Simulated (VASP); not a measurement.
Level of theory: AM05 GGA, VASP's PBE PAW potentials (set 64) (plane waves; VASP).

VASP input:

INCAR:
```
# general
SYSTEM  = ZrO2
PREC    = Accurate
ENCUT   = 520
LREAL   = .False.
LASPH   = .True.

# electronic loop
EDIFF   = 1E-7
NELM    = 100
ALGO    = Normal
LMAXMIX = 4

# smearing
ISMEAR  = 0
SIGMA   = 0.05

# functional
GGA     = AM

# ions
ISIF    = 2

# output
LWAVE   = .False.
LCHARG  = .False.
```

### POSCAR
```
ZrO2
1
    0.0000000000     2.5082744499     2.5082744499
    2.5082744499     0.0000000000     2.5082744499
    2.5082744499     2.5082744499     0.0000000000
Zr O
1 2
Direct
  0.0000000000   0.0000000000   0.0000000000
  0.2500000000   0.2500000000   0.2500000000
  0.7500000000   0.7500000000   0.7500000000
```

**KPOINTS**
```
Automatic
0
gamma
8 8 8
```

POTCAR, in this order: Zr_sv O (PBE.64 set). Program: vasp_std.

The resulting files:

OSZICAR:
```
       N       E                     dE             d eps       ncg     rms          rms(c)
DAV:   1     0.194511282319E+03    0.19451E+03   -0.14830E+04   928   0.155E+03
DAV:   2    -0.271011325785E+02   -0.22161E+03   -0.21665E+03  1216   0.387E+02
DAV:   3    -0.346991880635E+02   -0.75981E+01   -0.75926E+01  1368   0.737E+01
DAV:   4    -0.348363489644E+02   -0.13716E+00   -0.13715E+00  1288   0.785E+00
DAV:   5    -0.348388168358E+02   -0.24679E-02   -0.24678E-02  1248   0.722E-01    0.275E+01
DAV:   6    -0.292666083504E+02    0.55722E+01   -0.31070E+01  1008   0.445E+01    0.116E+01
DAV:   7    -0.292158646189E+02    0.50744E-01   -0.12079E+00  1320   0.903E+00    0.705E+00
DAV:   8    -0.291862907326E+02    0.29574E-01   -0.15271E-01  1240   0.416E+00    0.431E-01
DAV:   9    -0.291861393729E+02    0.15136E-03   -0.17945E-02  1240   0.940E-01    0.297E-01
DAV:  10    -0.291870522798E+02   -0.91291E-03   -0.53817E-03  1040   0.726E-01    0.151E-01
DAV:  11    -0.291870740123E+02   -0.21733E-04   -0.16305E-03  1216   0.351E-01    0.149E-01
DAV:  12    -0.291870299068E+02    0.44106E-04   -0.32268E-04   976   0.149E-01    0.837E-03
DAV:  13    -0.291870316851E+02   -0.17784E-05   -0.13992E-05  1200   0.290E-02    0.603E-03
DAV:  14    -0.291870316623E+02    0.22844E-07   -0.34508E-06  1168   0.122E-02    0.663E-03
DAV:  15    -0.291870315098E+02    0.15253E-06   -0.22968E-07  1008   0.481E-03    0.863E-04
DAV:  16    -0.291870314880E+02    0.21731E-07   -0.18952E-08   584   0.121E-03
   1 F= -.29187031E+02 E0= -.29187031E+02  d E =-.172253E-25
```

File OUTCAR:
```
------------------------ aborting loop because EDIFF is reached ----------------------------------------
  FORCE on cell =-STRESS in cart. coord.  units (eV):
  Direction    XX          YY          ZZ          XY          YZ          ZX
  --------------------------------------------------------------------------------------
  Total        1.5948565      1.5948565      1.5948565      0.0000000     -0.0000000     -0.0000000
  in kB       80.9612174     80.9612174     80.9612174      0.0000000     -0.0000000     -0.0000000
  external PRESSURE =      80.9612174 kB  Pullay stress =       0.0000000 kB
  volume of cell :       31.56
      direct lattice vectors                 reciprocal lattice vectors
     0.000000000  2.508274450  2.508274450    -0.199340228  0.199340228  0.199340228
     2.508274450  0.000000000  2.508274450     0.199340228 -0.199340228  0.199340228
     2.508274450  2.508274450  0.000000000     0.199340228  0.199340228 -0.199340228
 POSITION                                       TOTAL-FORCE (eV/Angst)
 -----------------------------------------------------------------------------------
      0.00000      0.00000      0.00000         0.000000      0.000000     -0.000000
      1.25414      1.25414      1.25414        -0.000000     -0.000000     -0.000000
      3.76241      3.76241      3.76241        -0.000000      0.000000      0.000000
 -----------------------------------------------------------------------------------
    total drift:                                0.000000      0.000000      0.000000
  FREE ENERGIE OF THE ION-ELECTRON SYSTEM (eV)
  ---------------------------------------------------
  free  energy   TOTEN  =       -29.1870314880 eV

  energy  without entropy=      -29.1870314880  energy(sigma->0) =      -29.18703149
```
(Selected blocks of OUTCAR.)

The compound is ZrO2 in the fluorite structure, the high-temperature cubic form, which is unstable at 0 K; the monoclinic form is the stable one. This cell is one point of a volume scan, at 0.97 of the reference volume.
